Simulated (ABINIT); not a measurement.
# TePb (Fm-3m): G0W0 with ABINIT, start to end

Wanted: ground state, empty states, screening and self-energy for TePb (Fm-3m).

Program: ABINIT 10.8.3. Level of theory: PBE and many-body steps on it, plane waves. Results are calculated unless marked as measured.

**The experiments to reproduce.**

- Gap 0.19 eV: electronic band gap at 4 K; 4 K; bulk crystal (quoted in “Lattice Properties of PbX (X = S, Se, Te): Experimental Studies and ab initio Calculations Including Spin-Orbit Effects”, 2008, arxiv:0808.3152).

- Gap 0.37 eV: thermally activated gap from Seebeck maximum; Seebeck coefficient maximum; bulk crystal (Bridgman-grown p-type crystal, maximum near 450-500 K) (“Site-Specific Contributions to the Band Inversion in a Topological Crystalline Insulator”, 2015, arxiv:1506.06328).

- Gap 0.32 eV: direct gap at L; earlier experiment (Expt. column of Table 1); 300 K; bulk crystal (literature value) (quoted in “Electronic band structure of epitaxial PbTe (111) thin films observed by angle-resolved photoemission spectroscopy”, 2017, arxiv:1704.07516).

This is a report of a sequence of runs, with most program output left out.

### 1. The starting structure

It takes space group Fm-3m (No. 225, cubic). The conventional cell has a = 6.462 Å, b = 6.462 Å, c = 6.462 Å, α = 90.00°, β = 90.00°, γ = 90.00°. Nearest to Te lie 6 Pb at 3.23 Å. Nearest to Pb lie 6 Te at 3.23 Å. Farther neighbours and most contacts between anions are not listed.

Structure file:

```cif
data_structure
_symmetry_space_group_name_H-M 'P 1'
_symmetry_Int_Tables_number 1
_cell_length_a 4.5693
_cell_length_b 4.5693
_cell_length_c 4.5693
_cell_angle_alpha 60.000
_cell_angle_beta 60.000
_cell_angle_gamma 60.000
_cell_volume 67.46
loop_
_atom_site_label
_atom_site_type_symbol
_atom_site_fract_x
_atom_site_fract_y
_atom_site_fract_z
_atom_site_occupancy
Te1 Te 0.50000 0.50000 0.50000 1
Pb2 Pb 0.00000 0.00000 0.00000 1
```

The cell and positions come from the Crystallography Open Database and are kept as given unless a step says otherwise. Spin-orbit coupling is left out unless a step names it.

### 2. Ground state

This step: ABINIT 10.8.3; DFT, PBE, plane waves, norm-conserving pseudopotentials.

The ground-state density comes first.

Contents of run.abi:

```
acell 3*1.0 Angstrom
rprim 
  -0.000000000000 3.231000000000 3.231000000000
  3.231000000000 0.000000000000 3.231000000000
  3.231000000000 3.231000000000 0.000000000000
ntypat 2
znucl 52 82
natom 2
typat 1 2
xred 
  0.500000000000 0.500000000000 0.500000000000
  0.000000000000 0.000000000000 0.000000000000
pp_dirpath "pseudos"
pseudos "Te.upf, Pb.upf"
ecut 39
ngkpt 6 6 6
nshiftk 1
shiftk 0 0 0
kptopt 1
chksymbreak 0
nband 28
occopt 1
tolvrs 1e-10
nstep 60
prtwf 0
optforces 0
optstress 0
indata_prefix "in"
outdata_prefix "out"
tmpdata_prefix "tmp"
```

The run is started by

```
$ OMP_NUM_THREADS=1 mpirun -n 8 abinit run.abi > log
```

Wall time 23 s (8 MPI ranks of Intel Xeon Platinum 8488C (Sapphire Rapids), shared host); peak memory 0.77 GiB; 3 min of CPU time.

This step gave:

| Property | Result |
| --- | --- |
| total energy | -13341.8235 eV |
| gap | 0.7388 eV |
| k of the valence top | 0.5, 0, 0 |
| k of the conduction bottom | 0.5, 0, 0 |
| least direct gap | 0.7388 eV |

The gap is direct, at (0.500, 0.000, 0.000).

### 3. Bands along the symmetry lines

Levels along a band path, at the cheap level, show where the edges lie and whether the meshes to come will hold them.

Contents of run.abi:

```
acell 3*1.0 Angstrom
rprim 
  -0.000000000000 3.231000000000 3.231000000000
  3.231000000000 0.000000000000 3.231000000000
  3.231000000000 3.231000000000 0.000000000000
ntypat 2
znucl 52 82
natom 2
typat 1 2
xred 
  0.500000000000 0.500000000000 0.500000000000
  0.000000000000 0.000000000000 0.000000000000
pp_dirpath "pseudos"
pseudos "Te.upf, Pb.upf"
ecut 39
iscf -2
irdden 1
kptopt 0
nkpt 50
kpt 
  0.00000000 0.00000000 0.00000000
  0.06250000 0.00000000 0.06250000
  0.12500000 0.00000000 0.12500000
  0.18750000 0.00000000 0.18750000
  0.25000000 0.00000000 0.25000000
  0.31250000 0.00000000 0.31250000
  0.37500000 0.00000000 0.37500000
  0.43750000 0.00000000 0.43750000
  0.50000000 0.00000000 0.50000000
  0.51562500 0.03125000 0.51562500
  0.53125000 0.06250000 0.53125000
  0.54687500 0.09375000 0.54687500
  0.56250000 0.12500000 0.56250000
  0.57812500 0.15625000 0.57812500
  0.59375000 0.18750000 0.59375000
  0.60937500 0.21875000 0.60937500
  0.62500000 0.25000000 0.62500000
  0.37500000 0.37500000 0.75000000
  0.32812500 0.32812500 0.65625000
  0.28125000 0.28125000 0.56250000
  0.23437500 0.23437500 0.46875000
  0.18750000 0.18750000 0.37500000
  0.14062500 0.14062500 0.28125000
  0.09375000 0.09375000 0.18750000
  0.04687500 0.04687500 0.09375000
  0.00000000 0.00000000 0.00000000
  0.06250000 0.06250000 0.06250000
  0.12500000 0.12500000 0.12500000
  0.18750000 0.18750000 0.18750000
  0.25000000 0.25000000 0.25000000
  0.31250000 0.31250000 0.31250000
  0.37500000 0.37500000 0.37500000
  0.43750000 0.43750000 0.43750000
  0.50000000 0.50000000 0.50000000
  0.50000000 0.46875000 0.53125000
  0.50000000 0.43750000 0.56250000
  0.50000000 0.40625000 0.59375000
  0.50000000 0.37500000 0.62500000
  0.50000000 0.34375000 0.65625000
  0.50000000 0.31250000 0.68750000
  0.50000000 0.28125000 0.71875000
  0.50000000 0.25000000 0.75000000
  0.50000000 0.21875000 0.71875000
  0.50000000 0.18750000 0.68750000
  0.50000000 0.15625000 0.65625000
  0.50000000 0.12500000 0.62500000
  0.50000000 0.09375000 0.59375000
  0.50000000 0.06250000 0.56250000
  0.50000000 0.03125000 0.53125000
  0.50000000 0.00000000 0.50000000
istwfk *1
nband 30
nbdbuf 2
tolwfr 1e-08
nstep 40
prtwf 0
prtvol 0
indata_prefix "in"
outdata_prefix "out"
tmpdata_prefix "tmp"
```

Elapsed: 31 s, on 8 MPI ranks; peak memory 0.72 GiB.

Numbers from this step:

```yaml
gap: 0.7388 eV
k_of_the_valence_top: 0.5, 0.5, 0.5
k_of_the_conduction_bottom: 0.5, 0.5, 0.5
least_direct_gap: 0.7388 eV
```

The gap is 0.739 eV, as in the run before at this level.

Electronic bands along the path, in eV, zero at the top of the highest filled band:

```
    point  band 20  band 21  band 22  band 23  band 24  band 25  band 26  band 27
        Γ    -5.60    -1.35    -1.35    -1.35     4.08     4.08     4.08     5.83
  halfway    -6.85    -2.15    -2.15    -1.40     2.60     4.08     4.50     4.50
        X    -7.29    -4.49    -2.80    -2.80     3.31     5.47     5.47     6.70
  halfway    -7.52    -4.40    -2.67    -2.59     3.61     4.91     5.05     6.49
        U    -7.96    -4.11    -2.30    -2.08     3.58     3.79     5.14     5.94
jump to K    -7.96    -4.11    -2.30    -2.08     3.58     3.79     5.14     5.94
  halfway    -7.31    -2.46    -0.76    -0.14     1.34     1.65     4.24     6.13
        Γ    -5.60    -1.35    -1.35    -1.35     4.08     4.08     4.08     5.83
  halfway    -7.01    -1.18    -1.18    -0.65     2.13     2.46     2.46     5.97
        L    -8.58    -0.89    -0.89     0.00     0.74     1.28     1.28     8.39
  halfway    -8.32    -2.77    -2.56    -0.46     1.34     3.57     4.03     6.85
        W    -7.98    -3.78    -3.78    -0.36     1.68     5.23     5.23     6.86
  halfway    -7.66    -4.30    -3.13    -1.85     3.67     3.93     5.79     6.29
        X    -7.29    -4.49    -2.80    -2.80     3.31     5.47     5.47     6.70
```

### 4. Empty states on the mesh, 4×4×4 mesh, 144 bands

The sums over transitions need many empty states on a uniform mesh; this step solves for them.

Contents of run.abi:

```
acell 3*1.0 Angstrom
rprim 
  -0.000000000000 3.231000000000 3.231000000000
  3.231000000000 0.000000000000 3.231000000000
  3.231000000000 3.231000000000 0.000000000000
ntypat 2
znucl 52 82
natom 2
typat 1 2
xred 
  0.500000000000 0.500000000000 0.500000000000
  0.000000000000 0.000000000000 0.000000000000
pp_dirpath "pseudos"
pseudos "Te.upf, Pb.upf"
ecut 39
ngkpt 4 4 4
nshiftk 1
shiftk 0 0 0
kptopt 1
chksymbreak 0
iscf -2
irdden 1
istwfk *1
nband 144
nbdbuf 12
tolwfr 1e-09
nstep 60
prtvol 0
indata_prefix "in"
outdata_prefix "out"
tmpdata_prefix "tmp"
```

The job ended after 65 s (8 MPI ranks; peak memory 0.77 GiB; 8.5 min of CPU time).

Numbers from this step:

- gap: 0.7388 eV
- k of the valence top: 0.5, 0, 0
- k of the conduction bottom: 0.5, 0, 0
- least direct gap: 0.7388 eV
- k points computed: 8
- lowest point of the top converged band, above the valence top: 68.7653 eV

On this mesh the gap is 0.739 eV.

### 5. Screening, 4×4×4 mesh, 132 bands, screening to 136.1 eV

The RPA dielectric matrix is built and inverted for each q.

This step: RPA screening on PBE, plane waves, norm-conserving pseudopotentials.

run.abi: that of step 4 with these lines changed.

```diff
@@ -20,10 +20,11 @@
 chksymbreak 0
-iscf -2
-irdden 1
 istwfk *1
-nband 144
-nbdbuf 12
-tolwfr 1e-09
-nstep 60
-prtvol 0
+occopt 1
+irdwfk 1
+optdriver 3
+nband 132
+ecuteps 5
+inclvkb 2
+awtr 1
+symchi 1
 indata_prefix "in"
```

Wall time 2 min (8 MPI ranks); peak memory 2.9 GiB; 16 min of CPU time.

This step gave:

| Property | Result |
| --- | --- |
| ε∞ with local fields, on this mesh, along the program's q direction | 38.54 |
| the same without local fields | 41.24 |
| plasma frequency | 30.66 eV |
| plane waves in the screening matrix | 259 |

Local fields lower ε∞ by 7 %.

### 6. Self-energy, 4×4×4 mesh, 132 bands, screening to 136.1 eV

The self-energy is evaluated for the states that the input lists, and the levels follow from it, in one-shot runs by the linearised quasiparticle equation.

This step: G0W0 on PBE, plane waves, norm-conserving pseudopotentials.

run.abi: that of step 5 with these lines changed.

```diff
@@ -23,8 +23,17 @@
 irdwfk 1
-optdriver 3
+optdriver 4
 nband 132
+gwcalctyp 0
+ecutsigx 39
+symsigma 1
+nkptgw 2
+kptgw 
+  0.5000000000 0.0000000000 0.0000000000
+  0.0000000000 0.0000000000 0.0000000000
+bdgw 
+  21 26
+  21 26
 ecuteps 5
-inclvkb 2
-awtr 1
-symchi 1
+irdscr 1
+ppmodel 1
 indata_prefix "in"
```

Elapsed: 21 s, on 8 MPI ranks; peak memory 2.2 GiB.

This step gave:

```
G0W0 gap on the points computed              : 0.8650 eV
starting gap on the mesh                     : 0.7388 eV
k of the valence top                         : 0.5, 0, 0
k of the conduction bottom                   : 0.5, 0, 0
Z at the valence top                         : 0.8
Z at the conduction bottom                   : 0.809
least direct G0W0 gap on the computed points : 0.8650 eV
```

The gap on the mesh goes from 0.74 eV to 0.87 eV, a correction of +0.13 eV.

Limits: finite bands, cutoff and mesh; model gap, bands may invert with spin-orbit coupling; no spin-orbit coupling; coarse k mesh. v1 is the top filled band, c1 the lowest empty one. The levels before and after the correction (eV, zero at the valence-band top of each column):

```
           conduction bottom  valence top
Kohn-Sham               0.74         0.00
     G0W0               0.86         0.00
```

```
                     level  energy (eV)
Kohn-Sham  (0.5 0 0) v3-v2       -0.889
Kohn-Sham     (0.5 0 0) v1        0.000
Kohn-Sham     (0.5 0 0) c1        0.739
Kohn-Sham  (0.5 0 0) c2-c3        1.278
     G0W0  (0.5 0 0) v3-v2       -1.060
     G0W0     (0.5 0 0) v1        0.000
     G0W0     (0.5 0 0) c1        0.865
     G0W0  (0.5 0 0) c2-c3        1.415
```

### 7. Where the time went

Times are wall times on 8 MPI ranks of Intel Xeon Platinum 8488C (Sapphire Rapids), shared host, good to a factor of about two.

```csv
step,time,share,memory (GiB)
ground state,23 s,9 %,0.77
bands along the symmetry lines,31 s,12 %,0.72
empty states on the mesh,65 s,25 %,0.77
screening,2 min,47 %,2.9
self-energy,21 s,8 %,2.2
```

### 8. What came out

```
PBE gap              : 0.74 eV, direct
G0W0 gap on the mesh : 0.87 eV
GW settings          : 4×4×4 mesh, 132 bands, screening to 136.1 eV, Godby-Needs plasmon pole
known limits         : not at the basis limit; model gap, bands may invert with spin-orbit coupling; mesh may overstate the screening; no spin-orbit coupling; coarse k mesh
```

What this shows: G0W0 moves the gap on the mesh from 0.74 eV to 0.87 eV (+0.13 eV), with Z of 0.80 and 0.81 at the edges. Local fields lower the RPA ε∞ on this mesh from 41.24 to 38.54. Only 2 of the mesh's irreducible points were corrected, so a valley elsewhere could overtake. The dearest step here is «screening». Against experiment, by G0W0@PBE: the gap of 0.87 eV lies +0.68 eV from the measured 0.19 eV (electronic, 4 K, quoted 2008); the gap of 0.87 eV lies +0.50 eV from the measured 0.37 eV (transport, 2015); the direct gap of 0.87 eV lies +0.55 eV from the measured 0.32 eV (direct, 300 K, quoted 2017). An exciton line or allowed optical edge lies below the quasiparticle gap by the binding energy; a forbidden edge can push the onset above it. The calculation has static nuclei and no excitons; a measured gap holds zero-point and thermal motion, which in such lone-pair compounds can raise it as well as lower it. With atoms this heavy the missing spin-orbit coupling can matter too. Bands and cutoff are finite, so the gap is not at the basis limit. The miss can reach some tenths of an eV and take either sign; the mesh is an error of its own. In the G0W0 run levels were corrected at 2 k points alone, so a gap called «on the mesh» is the least over those, and an edge elsewhere would be missed. The 4×4×4 mesh is coarse for this cell, which bears on the long-range parts of exchange and screening. Where an edge is built on 6p states of lead, bismuth or thallium, scalar-relativistic gaps usually stand too wide, by a few tenths to over one eV. With atoms this heavy and so narrow a gap, spin-orbit coupling can invert the bands. These scalar-relativistic gaps are then model values, not to be set against experiment, and a spin-orbit change taken from DFT can't simply be added. The RPA ε∞ on this mesh reaches over 25; with a narrow direct gap a coarse mesh can overstate it, and the correction is then too small.

[Paths, hosts, dates, memory and timing lines, banners, echoed tables and standing remarks are left out of the program output.]

[Logs are printed without paths, hosts, clocks, repeated set-up lines and the standing remarks that a program may print on its own settings, such as how far it seeks lower states.]

[Runs of the session that timed out or met a known fault of the program may be left out.]

[Hosts, paths, dates, database ids (printed as entryN), source tags and the programs' standing remarks are cut or masked in the printed files.]

[G0W0 gaps are taken among the corrected bands and points alone; a level outside them can change the order at an edge.]

[Where Ansatz stands beside ABINIT at settings called matched, ABINIT's density can come from a denser mesh and the files from another edition; pairs whose starting gaps differed by over 0.03 eV were left out, so agreement reads better than it is.]
